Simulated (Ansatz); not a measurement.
# SrO: the band gap up the ladder of functionals

An exercise on one series of results from a longer session: the logs are not shown, and one member is left open.

The runs shown are made with Ansatz 0.2.0. PAW datasets, plane waves. Calculated at 0 K for a non-magnetic cell.

## The cell

The cell was relaxed beforehand with r2SCAN.

It is cubic, Fm-3m (No. 225); a = 5.160 Å in the conventional setting, 17.17 Å³ an atom. Sr has 6 O at 2.58 Å; O has 6 Sr at 2.58 Å.

Coordinates:

```xyz
2
Lattice="0.0000 2.5799 2.5799 2.5799 0.0000 2.5799 2.5799 2.5799 0.0000" Properties=species:S:1:pos:R:3 pbc="T T T"
Sr    0.0000    0.0000    0.0000
O     2.5799    2.5799    2.5799
```

Set-up of the first run:

The input, input.yaml:

```yaml
crystal:
  lattice:
    - [0.0, 2.5798923265, 2.5798923265]
    - [2.5798923265, 0.0, 2.5798923265]
    - [2.5798923265, 2.5798923265, 0.0]
  atoms:
    - { symbol: Sr, position: [0.0, 0.0, 0.0] }
    - { symbol: O, position: [0.5, 0.5, 0.5] }
kpoints:
  mp_grid: { grid: [8, 8, 8] }
  band_path:
    path:
      - [[0.0, 0.0, 0.0], [0.5, 1.542982005341e-37, 0.5], [0.625, 0.25, 0.625]]
      - [[0.375, 0.375, 0.75], [0.0, 0.0, 0.0], [0.5, 0.5, 0.5], [0.5, 0.25, 0.75], [0.5, 1.542982005341e-37, 0.5]]
    npoints: 10
hamiltonian:
  xc: pbe
scf:
  occupations: { method: fermi_dirac, width: 0.02 }
  n_extra_bands: 4
output:
  forces: true
  stress: true
  eigenvalues: true
```

Command:

```bash
$ ansatz run input.yaml --threads 2 --pin off --max-ram 2211MiB --backend cpu --events-out ev --progress --plain --runs-dir out
```

Steps of the session up to this table: PBE band path; r2SCAN; HSE06 at the same geometry; PBE+SOC; Single point with PBE0.

One table of the session follows, with a row left open; its other results are not shown here.

```
  level  gap (eV)
    PBE         ?
 r2SCAN      3.80
  HSE06      4.79
PBE+SOC      3.30
   PBE0      5.53
```

Estimate the missing values for PBE.

**Answer.** gap (eV): 3.32. In the column «gap (eV)» it lies between PBE+SOC (3.30) and r2SCAN (3.80).

Meshes: PBE 8×8×8, r2SCAN 8×8×8, HSE06 6×6×6, PBE+SOC 8×8×8, PBE0 6×6×6

What this shows: The gap runs from 3.30 eV (PBE+SOC) to 5.53 eV (PBE0). PBE reaches 69 % of the HSE06 value, and r2SCAN 79 %. PBE0 lies 0.73 eV above HSE06, which differs from it by screening the long-range exchange.

To keep in mind: Warnings in the runs' records: stress scf threshold loose, stress exchange threshold loose.
